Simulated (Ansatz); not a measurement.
# InP (F-43m) in Ansatz: notebook

Aim: see how the results for InP move with the level of theory and the settings. Levels: PBEsol, HSE06, PBE0. Tasks: single point.

All numbers are computed with Ansatz 0.2.0; they aren't measurements. Logs are shortened: lines on timing, memory, paths and dates and some standing lists are left out, and cuts for length are marked.

**Experimental background.**

From a printed reference work, data compilation, for a bulk crystal of InP at 1.6 K: band gap 1.4236 eV (direct).

The runs below are set against these values where they give the same quantity.

## (1) The crystal as given

Symmetry: F-43m, No. 216, cubic system. Conventional cell: a = 5.861 Å, b = 5.861 Å, c = 5.861 Å, α = 90.00°, β = 90.00°, γ = 90.00°. In (site symmetry -43m) has 4 P at 2.54 Å as nearest neighbours. P (site symmetry -43m) is surrounded by 4 In at 2.54 Å.

## (2) Single point, PBEsol

Contents of input.yaml:

```yaml
crystal:
  lattice:
    - [0.0, 2.9305, 2.9305]
    - [2.9305, 0.0, 2.9305]
    - [2.9305, 2.9305, 0.0]
  atoms:
    - { symbol: In, position: [0.0, 0.0, 0.0] }
    - { symbol: P, position: [0.75, 0.75, 0.75] }
kpoints:
  mp_grid: { grid: [6, 6, 6] }
scf:
  occupations: { method: fermi_dirac, width: 0.05 }
hamiltonian:
  xc: pbesol
  pseudopotentials: { kind: all_electron, datasets: crystal }
output:
  forces: true
  stress: true
  eigenvalues: true
```

Potentials or basis: all-electron PAW datasets made for the crystal.

Launch:

```
> ansatz run input.yaml --threads 2 --pin off --max-ram 8192MiB --backend cpu --events-out ev --progress --plain --runs-dir out
```

What it wrote:

```text
Warning: RAYON_NUM_THREADS=2 ignored (pool sized by the plan → 2); use --threads N
hamiltonian.pseudopotentials.datasets: crystal makes datasets for this crystal and solves the spheres of its atoms anew in each pass: cutoff 240.0 eV, the density's 960.0 eV; for an error of 0.50 meV an atom under PBE, 1.0 meV for the cell; an energy difference from a run of another recipe may be off by several times the error for the cell, under r2SCAN by more, where some 0.1 meV an atom stays at smaller errors; P in spheres of 1.159 Å, 5 of its electrons in bands; In in spheres of 1.376 Å, 13 of its electrons in bands, 8 on its site; only band paths and densities of states list, in semicore columns, the levels of the semicore shells that are solved separately: 4s of In, 4p of In
Engine: ansatz 0.2.0, x86_64-unknown-linux-gnu
Pseudopotentials: kind: all_electron
Pseudopotential: In, paw, valence charge 21, recommended cutoff 240 eV (normal), crystal/all_electron/pbesol/scalar/gaussian/In, Koelling and Harmon's equation, gaussian nucleus
Pseudopotential: P, paw, valence charge 5, recommended cutoff 240 eV (normal), crystal/all_electron/pbesol/scalar/gaussian/P, Koelling and Harmon's equation, gaussian nucleus
Functional definition: PBEsol
  exchange = pbesol_x
  correlation = pbesol_c
Crystal: 2 atoms, lattice volume = 50.333 Å³
Basis set: ecut = 240 eV, 411 PW (Γ), exchange–correlation on 48×48×48 points (8 copies of the dense FFT grid, shifted against one another)
Bands: 13, of which v1, the nominal top of the filled ones, is band 9 counted from 1 (8 counted from 0)
Symmetry: 24 space group operations
Space group: F-43m (ITA 216), of the structure as read, at distance tolerance 3.7e-5 Å
k-points: 16 of 216 (time reversal used)
Non-local potential: In, projectors of the file, l = 0: 1, l = 1: 1, l = 2: 2
Non-local potential: P, projectors of the file, l = 0: 1, l = 1: 1
PAW form: soft (Blöchl's): semilocal exchange-correlation on the pseudo side does not see the compensation charge
PAW one-centre angular grid: In, 590 points (default); XC on its mesh's 1869 points in the sphere
PAW one-centre angular grid: P, 110 points (default); XC on its mesh's 1935 points in the sphere
Initial density: superposition of atomic densities (neutral atoms: chi_scale 0, normalization atom)
Initial wavefunctions: pseudopotential atomic-orbital guess
Functional: x = pbesol(κ = 0.804, μ = 0.12345679012345678), c = pbesol(β = 0.046)
iter 1 solved again at ethr=6.92e-3 eV; its pass at ethr=1.00e-1 eV (dr2=1.25e0 eV) is discarded
SCF iter   1: F=—  HF=-169267.652979 eV  |F-HF|=—  |Δ(HF+E_count)|=         —  Δρ=3.77e-2  dr2=1.25e0  ethr=6.92e-3  ⟨swp⟩=3.1  Hψ=1065  notcnv=0
preconditioner: auto → none  [insulator: Δε(μ)=0.959 eV  Ē_g=14.140 eV  σ=0.050 eV  W_gap=1.00  n_scr=14 (ndim 8)  ℏωp=22.2 eV  f_vac=0.001  D(μ)=0.00/eV (n_scr^D=0)  ε∞_Penn≈3.5]
iter 2 solved again at ethr=4.64e-4 eV; its pass at ethr=6.92e-3 eV (dr2=8.36e-2 eV) is discarded
SCF iter   2: F=—  HF=-169267.326681 eV  |F-HF|=—  |Δ(HF+E_count)|=   3.26e-1  Δρ=1.47e-2  dr2=8.50e-2  ethr=4.64e-4  ⟨swp⟩=2.2  Hψ=953  notcnv=0  defer=1
SCF iter   3: F=—  HF=-169267.310926 eV  |F-HF|=—  |Δ(HF+E_count)|=   1.58e-2  Δρ=6.19e-3  dr2=1.55e-2  ethr=4.64e-4  ⟨swp⟩=3.0  Hψ=462  notcnv=0
SCF iter   4: F=—  HF=-169267.310656 eV  |F-HF|=—  |Δ(HF+E_count)|=   2.70e-4  Δρ=7.85e-4  dr2=2.33e-4  ethr=8.63e-5  ⟨swp⟩=2.1  Hψ=489  notcnv=0
SCF iter   5: F=—  HF=-169267.312321 eV  |F-HF|=—  |Δ(HF+E_count)|=   1.67e-3  Δρ=2.84e-4  dr2=1.62e-5  ethr=1.29e-6  ⟨swp⟩=3.0  Hψ=579  notcnv=0
SCF iter   6: F=—  HF=-169267.312347 eV  |F-HF|=—  |Δ(HF+E_count)|=   2.53e-5  Δρ=1.26e-4  dr2=3.35e-6  ethr=9.00e-8  ⟨swp⟩=3.0  Hψ=385  notcnv=0
SCF iter   7: F=—  HF=-169267.312355 eV  |F-HF|=—  |Δ(HF+E_count)|=   8.51e-6  Δρ=7.17e-6  dr2=1.16e-8  ethr=1.86e-8  ⟨swp⟩=3.0  Hψ=418  notcnv=0
SCF iter   8: F=-169267.312355 eV  HF=-169267.312355 eV  |F-HF|=4.37e-10  |Δ(HF+E_count)|=   1.59e-8  Δρ=1.16e-6  dr2=3.47e-10  ethr=6.46e-11  ⟨swp⟩=3.0  Hψ=496  notcnv=0
SCF 1 converged in 8 iterations: F = -169267.312353 eV  dr2 = 3.47e-10
  Residual-converged pass: ⟨swp⟩=2.1  Hψ=353  notcnv=0  max |occ|·‖R‖ = 5.1e-6 eV (tolerance 5.3e-6 eV)  dr2=3.63e-10  dr2_onsite=6.70e-10  max |Δocc| = 1.2e-13
SCF converged after 8 iterations
Free energy (F): -169267.312353 eV
Harris-Foulkes:  -169267.312353 eV  (|F-HF|=4.37e-10)
Internal energy: -169267.312327 eV  (E = F + TS)
E sigma→0 (E₀):  -169267.312340 eV
Entropy (-TS):   -0.000025 eV (-0.013 meV/atom)
Past the cutoff: the bands carry plane waves up to 1.75 times it, of which those up to 1.5 times it add -0.000324 eV an atom, each by itself; the spheres take 0.000493 eV an atom off the energy for waves past 1.75 times it
By the cutoff:   a pressure is off by up to 0.008 GPa (1.2 times the spheres' own share and the shells' term, over an atom's volume, and 0.004 GPa: a bound that held against runs at twice the plane waves)
Past the cutoffs: a stress includes 0.0022 GPa for waves and charges beyond them, in addition to the slope of what the spheres take
In the spheres:  the bands' charges fall short by 2.4e-6 e at most (sound up to 1e-3), those of shells solved beside the bands by 5.2e-8 e (sound up to 5e-4)
Fermi energy:    9.339462 eV
--- Per-component energies (eV) ---
  E_band       = -15.975395
  E_kinetic    = 167.957826
  E_local      = -3780.393883  (includes V_loc(G=0)·N_el)
  E_nonlocal   = 280.367781
  E_hartree    = 1829.902855
  E_xc         = -100.157491
  E_vxc        = -126.992757  (∫ρ·V_xc dr)
  E_paw        = -172108.376203  (= ΣΔE_a)
  E_vpaw       = -7491.577799  (= ΣTr[D̂ρ^β])
  E_ewald      = -2831.470370
  E_smearing   = -0.000025  (= −TS)
  E_closure    = 7274.857159  (closes the sum)
  Σ components = -169267.312353   (vs F -169267.312353, Δ=0.00e0)
  The terms above E_closure are by the made datasets' own strengths, without shells solved beside the bands.
--- Forces (eV/Å), atoms counted from 1 ---
  atom   1  In    -0.00000000     0.00000000     0.00000000
  atom   2  P      0.00000000    -0.00000000    -0.00000000
  max |Σ_I F_I| component: 3.70e-17 eV/Å
--- Stress (GPa, compression-positive) ---
        0.596982      -0.000000      -0.000000
       -0.000000       0.596982       0.000000
       -0.000000       0.000000       0.596982
  P = ⅓ Tr σ = 0.5970 GPa (5.970 kbar)
  It holds what live shells' own plane waves past their cutoff add
--- Band table (eV; the first three rows and the last of 16) ---
  k-point 0: bands = ["-5.1628", "-5.1628", "-5.1628", "-5.0077", "-5.0077", "-2.5409", "9.0055", "9.0055", "9.0055", "9.6178", "13.0137"]
  k-point 1: bands = ["-5.1954", "-5.1502", "-5.1502", "-5.0073", "-5.0073", "-2.2247", "6.7848", "8.6954", "8.6954", "10.7243", "13.4065"]
  k-point 2: bands = ["-5.2555", "-5.1301", "-5.1301", "-5.0009", "-5.0009", "-1.4065", "4.3870", "8.2175", "8.2175", "10.5625", "13.7949"]
  k-point 15: bands = ["-5.3259", "-5.0897", "-5.0649", "-5.0371", "-4.9856", "-0.0661", "3.3010", "6.1537", "6.1728", "12.1765", "12.5552"]
```

It took 2.6 s on 2 threads of Intel Xeon Platinum 8375C at 2.90GHz (Ice Lake), shared host; peak memory 0.47 GiB.

What came out:

| Quantity | Value |
| --- | --- |
| Free energy | -169267.3124 eV |
| Pressure | 0.6 GPa |
| Band gap on the k mesh | 0.61 eV, direct |

Levels at points of the mesh, in eV from the valence-band top:
| k point | band 5 | band 6 | band 7 | band 8 | band 9 | band 10 | band 11 |
| --- | --- | --- | --- | --- | --- | --- | --- |
| (0.00, 0.00, 0.00) | -14.01 | -11.55 | 0.00 | 0.00 | 0.00 | 0.61 | 4.01 |
| (0.00, 0.00, -0.50) | -14.00 | -9.80 | -5.80 | -0.98 | -0.98 | 1.40 | 4.73 |
| (0.00, -0.50, -0.50) | -13.98 | -9.13 | -5.82 | -2.35 | -2.35 | 1.63 | 2.16 |

Caveat: spin-orbit coupling is left out, which moves the levels of the heavy elements.

## (3) Single point, HSE06

input.yaml, as its differences from that of step 2:

```diff
@@ -13,3 +13,3 @@
 hamiltonian:
-  xc: pbesol
+  xc: hse06
   pseudopotentials: { kind: all_electron, datasets: crystal }
@@ -18,2 +18 @@
   stress: true
-  eigenvalues: true
```

Potentials or basis: all-electron PAW datasets made for the crystal.

Launch:

```
> ansatz run input.yaml --threads 2 --pin off --max-ram 8192MiB --backend cpu --events-out ev --progress --plain --runs-dir out
```

Wall time 61 s (2 threads of Intel Xeon Platinum 8375C at 2.90GHz (Ice Lake), shared host); peak memory 0.86 GiB.

Results (log left out):

| Quantity | Value |
| --- | --- |
| Free energy | -169356.0352 eV |
| Pressure | 1.5 GPa |
| Band gap on the k mesh | 1.50 eV, direct |

Levels at points of the mesh, in eV from the valence-band top:
```csv
k point,band 6,band 7,band 8,band 9,band 10
"(0.00, 0.00, 0.00)",-12.74,0.00,0.00,0.00,1.50
"(0.00, 0.00, -0.50)",-10.86,-6.24,-1.06,-1.06,2.26
"(0.00, -0.50, -0.50)",-10.15,-6.24,-2.54,-2.54,2.37
```

Caveat: spin-orbit coupling is left out, which moves the levels of the heavy elements.

## (4) Single point, PBE0

input.yaml, as its differences from that of step 3:

```diff
@@ -13,3 +13,3 @@
 hamiltonian:
-  xc: hse06
+  xc: pbe0
   pseudopotentials: { kind: all_electron, datasets: crystal }
```

Launch:

```
> ansatz run input.yaml --threads 2 --pin off --max-ram 8192MiB --backend cpu --events-out ev --progress --plain --runs-dir out
```

Run time: 58 s. Hardware: 2 threads of Intel Xeon Platinum 8375C at 2.90GHz (Ice Lake), shared host; peak memory 0.86 GiB.

Results (log left out):

| Item | Value |
| --- | --- |
| Free energy | -169355.5169 eV |
| Pressure | 1.3 GPa |
| Band gap on the k mesh | 2.11 eV, direct |

Levels at points of the mesh, in eV from the valence-band top:
| k point | band 7 | band 8 | band 9 | band 10 |
| --- | --- | --- | --- | --- |
| (0.00, 0.00, 0.00) | 0.00 | 0.00 | 0.00 | 2.11 |
| (0.00, 0.00, -0.50) | -6.35 | -1.08 | -1.08 | 2.91 |
| (0.00, -0.50, -0.50) | -6.33 | -2.59 | -2.59 | 3.01 |

Caveat: spin-orbit coupling is left out, which moves the levels of the heavy elements.

## (5) Overview

```tsv
level	cutoff (eV)	gap on the mesh (eV)	pressure (GPa)
PBEsol	240	0.61	0.6
HSE06	270	1.50	1.5
PBE0	270	2.11	1.3
```

Alike in all rows: task single point; potentials or basis all-electron PAW datasets made for the crystal; no spin polarisation; cell as given; k mesh 6 × 6 × 6; smearing fermi-dirac 0.05 eV.

On the cell as given the gap runs from 0.61 eV (PBEsol) to 2.11 eV (PBE0). The pressure there spans 0.6 GPa (PBEsol) to 1.5 GPa (HSE06); a positive pressure means that this level wants a larger cell, a negative one a smaller.

Caveats: spin-orbit coupling is left out, which moves the levels of the heavy elements.

Compare energies only between runs with the same functional and basis.

## (6) Comparison with measurements

Step 2. A measured gap of InP is 1.4236 eV (direct; 1.6 K; a printed reference work, data compilation); the calculated 0.61 eV misses it by -0.81 eV. Spin-orbit coupling on In is left out. The value is that of PBEsol, without temperature or zero-point motion. Semilocal functionals fall short of measured gaps as a rule.

Step 3. A measured gap of InP is 1.4236 eV (direct; 1.6 K; a printed reference work, data compilation); the calculated 1.50 eV misses it by +0.08 eV. Spin-orbit coupling on In is left out. The value is that of HSE06, without temperature or zero-point motion.

Step 4. Against the measured gap of InP, 1.4236 eV (direct; 1.6 K; a printed reference work, data compilation), the calculated 2.11 eV is off by +0.69 eV. Spin-orbit coupling on In is left out. The value is that of PBE0, without temperature or zero-point motion.
